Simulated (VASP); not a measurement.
Runs of VASP 6.6.1 on MnS. Symmetry: R-3m, No. 166, trigonal system. The conventional cell has a = 3.660 Å, b = 3.660 Å, c = 8.913 Å, α = 90.00°, β = 90.00°, γ = 120.00°. Around Mn (site symmetry -3m) lie 6 S at 2.58 Å. Around S (site symmetry -3m) lie 6 Mn at 2.58 Å. The cell is a database's computed one.

```tsv
level	U	gap on the mesh (eV)	pressure (GPa)	moment (μB)
PBEsol+U	Mn d U = 4 eV	2.20	(a)	0.00
PBEsol+U	Mn d U = 6 eV	2.54	3.2	0.00
PBEsol+U	Mn d U = 8 eV	2.65	5.0	0.00
PBEsol	-	0.72	-5.7	0.00
PBEsol+U	Mn d U = 3 eV	(b)	-0.4	0.00
```

Alike in all rows: task single point; potentials or basis VASP PAW PBE potentials, release 64 (Mn_pv, S); spin collinear, antiferromagnetic start; cell as given; k mesh 9 × 9 × 9; cutoff (eV) 520; smearing fermi-dirac 0.05 eV.

Question: Estimate the missing entries.

Answer: (a) 1.0; (b) 1.89.

Caveats: the PAW data sets were made with another functional, which shifts forces and pressure a little; an odd mesh through Γ misses points on the zone boundary, where band edges often lie.

Not every run made on this cell is shown here.
